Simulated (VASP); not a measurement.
## CdS in VASP 6.6.1, single-point calculation

INCAR

```
LCHARG = .FALSE.
GGA = PE
LREAL = .TRUE.
ENCUT = 520
IBRION = -1
NELM = 120
PREC = Accurate
ISIF = 2
NBANDS = 16
LWAVE = .FALSE.
LASPH = .TRUE.
ISMEAR = -1
NSW = 0
SIGMA = 0.02
EDIFF = 1E-7
```

KPOINTS

```
KPOINTS created by Atomic Simulation Environment
0
Gamma
8 8 8
0 0 0
```

POSCAR

```
Cd S
 1.0000000000000000
     0.0000000000000000    2.8804305461999999    3.0234619263000000
     2.8804305461999999    0.0000000000000000    3.0234619263000000
     2.8804305461999999    2.8804305461999999    0.0000000000000000
 Cd  S
   1   1
Cartesian
  0.0000000000000000  0.0000000000000000  0.0000000000000000
  1.4402152731000000  1.4402152731000000  1.5117309631500000
```

The recommended PBE PAW datasets give the neutral cell 18 valence electrons.

Command

```
mpirun -np 1 vasp_std
```

OSZICAR

```
N       E                     dE             d eps       ncg     rms          rms(c)
DAV:   1     0.110485703255E+03    0.11049E+03   -0.91103E+03  1928   0.103E+03
DAV:   2    -0.232383161397E+01   -0.11281E+03   -0.10633E+03  2288   0.255E+02
DAV:   3    -0.664627745968E+01   -0.43224E+01   -0.43125E+01  2344   0.520E+01
DAV:   4    -0.667388329828E+01   -0.27606E-01   -0.27603E-01  2440   0.404E+00
DAV:   5    -0.667425467433E+01   -0.37138E-03   -0.37137E-03  2280   0.442E-01    0.789E+00
DAV:   6    -0.614517321865E+01    0.52908E+00   -0.84321E-01  2816   0.115E+01    0.636E+00
DAV:   7    -0.612606383189E+01    0.19109E-01   -0.19627E-01  2368   0.303E+00    0.312E+00
DAV:   8    -0.612630833425E+01   -0.24450E-03   -0.17803E-02  2328   0.168E+00    0.300E-01
DAV:   9    -0.612622767043E+01    0.80664E-04   -0.20773E-03  2328   0.669E-01    0.591E-02
DAV:  10    -0.612635366509E+01   -0.12599E-03   -0.24814E-04  2360   0.158E-01    0.683E-02
DAV:  11    -0.612643660294E+01   -0.82938E-04   -0.13364E-04  2224   0.916E-02    0.234E-02
DAV:  12    -0.612642827362E+01    0.83293E-05   -0.25407E-05  2576   0.648E-02    0.102E-02
DAV:  13    -0.612642955296E+01   -0.12793E-05   -0.41368E-06  2232   0.119E-02    0.108E-02
DAV:  14    -0.612642922504E+01    0.32791E-06   -0.32848E-07  2584   0.335E-03    0.503E-03
DAV:  15    -0.612642920811E+01    0.16935E-07   -0.37887E-08  1552   0.124E-03
   1 F= -.61264292E+01 E0= -.61264292E+01  d E =-.414433E-12
```

From OUTCAR

```
k-points           NKPTS =     59   k-points in BZ     NKDIM =     59   number of bands    NBANDS=     16

   NELECT =      18.0000    total number of electrons

   dimension x,y,z NGX =    32 NGY =   32 NGZ =   30
   dimension x,y,z NGXF=    64 NGYF=   64 NGZF=   60

  energy-cutoff  :      520.00
  volume of cell :       50.17
      direct lattice vectors                 reciprocal lattice vectors
     0.000000000  2.880430546  3.023461926    -0.173585161  0.173585161  0.165373341
     2.880430546  0.000000000  3.023461926     0.173585161 -0.173585161  0.165373341
     2.880430546  2.880430546  0.000000000     0.173585161  0.173585161 -0.165373341

 k-points in reciprocal lattice and weights: KPOINTS created by Atomic Simulation Env
   0.00000000  0.00000000  0.00000000       0.002
   0.12500000 -0.00000000  0.00000000       0.016
   0.25000000 -0.00000000  0.00000000       0.016
   0.37500000 -0.00000000  0.00000000       0.016
   0.50000000 -0.00000000  0.00000000       0.008
   0.12500000  0.12500000  0.00000000       0.004
   0.25000000  0.12500000  0.00000000       0.016
   0.37500000  0.12500000  0.00000000       0.016
   ...

 E-fermi :   1.7262

 k-point     1 :       0.0000    0.0000    0.0000
  band No.  band energies     occupation
      1     -11.0789      2.00000
      2      -6.4869      2.00000
      3      -6.4562      2.00000
      4      -6.4553      2.00000
      5      -6.0148      2.00000
      6      -5.9971      2.00000
      7       1.1105      2.00000
      8       1.2672      2.00000
      9       1.2674      2.00000
     10       2.3362      0.00000
     11       7.7777      0.00000
     12       7.7832      0.00000
     13       7.7833      0.00000
     14      12.2194      0.00000
     15      12.6729      0.00000
     16      13.0147      0.00000

 k-point     2 :       0.1250   -0.0000    0.0000
  band No.  band energies     occupation
      1     -11.0180      2.00000
      2      -6.4592      2.00000
      3      -6.4343      2.00000
      4      -6.4091      2.00000
      5      -6.0135      2.00000
      6      -6.0000      2.00000
      7       0.1934      2.00000
      8       1.0405      2.00000
      9       1.1562      2.00000
     10       3.1770      0.00000
     11       7.4948      0.00000
     12       7.9727      0.00000
     13       7.9966      0.00000
     14      11.7683      0.00000
     15      12.3458      0.00000
     16      13.2207      0.00000

 k-point     3 :       0.2500   -0.0000    0.0000
  band No.  band energies     occupation
      1     -10.8703      2.00000
      2      -6.4105      2.00000
      3      -6.3859      2.00000
      4      -6.2260      2.00000
      5      -6.0006      2.00000
      6      -6.0005      2.00000
      7      -1.2508      2.00000
      8       0.7537      2.00000
      9       0.9062      2.00000
     10       3.9732      0.00000
     11       7.4577      0.00000
     12       8.2344      0.00000
     13       8.3674      0.00000
     14      11.6827      0.00000
     15      11.9679      0.00000
     16      12.6286      0.00000

 ...

  Total        0.9719750      0.9719750      0.5835237      0.0000000      0.0000000      0.0000000
  in kB       31.0396164     31.0396164     18.6345881      0.0000000      0.0000000      0.0000000
  external PRESSURE =      26.9046070 kB  Pullay stress =       0.0000000 kB

 POSITION                                       TOTAL-FORCE (eV/Angst)
 -----------------------------------------------------------------------------------
      0.00000      0.00000      0.00000         0.000000      0.000000      0.000000
      1.44022      1.44022      1.51173        -0.000000     -0.000000     -0.000000
 -----------------------------------------------------------------------------------
    total drift:                                0.000001      0.000001      0.000002

  FREE ENERGIE OF THE ION-ELECTRON SYSTEM (eV)
  ---------------------------------------------------
  free  energy   TOTEN  =        -6.1264292081 eV

  energy  without entropy=       -6.1264292081  energy(sigma->0) =       -6.12642921
```

It converged. Results: gap between bands v and c on the k mesh 1.07 eV; least direct gap on the k mesh 1.07 eV; pressure 2.7 GPa. Band v is the last that the valence electrons fill when counted band by band, and c is the next.

For comparison, a separate PBE run of the intended cell, on usual settings and not on those above, gives a gap of 1.07 eV on its mesh and a pressure of 2.4 GPa.

The run above took about 56 s on one core of a shared host (Intel Xeon Platinum 8488C) and held 0.18 GiB at most.
